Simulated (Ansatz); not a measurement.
# SnSe2: band gap under strain

How does strain move the band edges of SnSe2 (CdI2 type), and do the functionals agree on it? States: no strain; -0.5 % biaxial strain in x and y, free along z; -2.0 % shear in the xy plane.

The runs shown are made with Ansatz 0.2.0. PAW datasets, plane waves. Spin-unpolarised throughout; all numbers are computed.

**1. The structure to begin with**

The unstrained cell was relaxed with r2SCAN+rVV10; in each strained cell the atoms were relaxed again with r2SCAN+rVV10. Names of k-points are those of the unstrained zone, where strain can split equivalent points. First state: no strain.

The symmetry is P-3m1 (No. 164, trigonal); a = 3.825 Å, c = 6.227 Å in the conventional setting, 26.30 Å³ an atom. Near Sn stand 6 Se at 2.71 Å; near Se stand 3 Sn at 2.71 Å.

Coordinates:

Space group P-3m1 (No. 164). a = 3.825 Å, b = 3.825 Å, c = 6.227 Å, α = 90.00°, β = 90.00°, γ = 120.00°
```json
{"atom": "Sn", "site": "1a", "symmetry": "-3m.", "x": "0.0000", "y": "0.0000", "z": "0.0000"}
{"atom": "Se", "site": "2d", "symmetry": "3m.", "x": "0.3333", "y": "0.6667", "z": "0.2531"}
```

**2. No strain: PBE**

input.yaml reads:

```yaml
crystal:
  lattice:
    - [3.8251493202, 0.0, 0.0]
    - [-1.9125746601, 3.3126764845, 0.0]
    - [0.0, 0.0, 6.2270791596]
  atoms:
    - { symbol: Sn, position: [0.0, 0.0, 0.0] }
    - { symbol: Se, position: [0.3333333333, 0.6666666667, 0.2530782193] }
    - { symbol: Se, position: [0.6666666667, 0.3333333333, 0.7469217807] }
kpoints:
  mp_grid: { grid: [12, 12, 4] }
  band_path:
    path:
      - [0.0, 0.0, 0.0]
      - [0.5, 0.0, 0.0]
      - [0.3333333333, 0.3333333333, 0.0]
      - [0.0, 0.0, 0.5]
      - [0.5, 0.0, 0.5]
      - [0.3333333333, 0.3333333333, 0.5]
      - [-0.088542, 0.171875, 0.0]
      - [0.0, 0.458333, 0.34375]
    npoints: 1
hamiltonian:
  xc: pbe
scf:
  occupations: { method: fermi_dirac, width: 0.02 }
  n_extra_bands: 4
output:
  forces: true
  stress: true
  eigenvalues: true
```

Command:

```bash
> ansatz run input.yaml --threads 2 --pin off --max-ram 2211MiB --backend cpu --events-out ev --progress --plain --runs-dir out
```

After this run come: No strain: r2SCAN; No strain: HSE06; -0.5 % biaxial strain in x and y, free along z: PBE; -0.5 % biaxial strain in x and y, free along z: r2SCAN; -0.5 % biaxial strain in x and y, free along z: HSE06; -2.0 % shear in the xy plane: PBE; -2.0 % shear in the xy plane: r2SCAN; -2.0 % shear in the xy plane: HSE06.

Before running it: what results should come out?

The runs gave:

Least gap in eV (negative: overlap), with the change from the unstrained cell in brackets:

```
                                         state  volume change (%)           PBE        r2SCAN         HSE06
                                     no strain               +0.0          0.63          0.92          1.30
-0.5 % biaxial strain in x and y, free along z               -0.5  0.62 (-0.01)  0.91 (-0.01)  1.25 (-0.05)
                  -2.0 % shear in the xy plane               -0.0  0.53 (-0.10)  0.82 (-0.10)  1.15 (-0.15)
```

What this shows: The largest move of the HSE06 gap in the table is -0.142 eV, under -2.0 % shear in the xy plane. PBE and HSE06 differ by 0.67 eV on the unstrained gap, and by at most 0.05 eV on its change: the two disagree on the size of the gap but agree on its response to strain. Spin-orbit coupling is left out of the table, though the cell holds Sn (Z = 50); in an element this heavy it can shift bands and gaps by tenths of an eV.
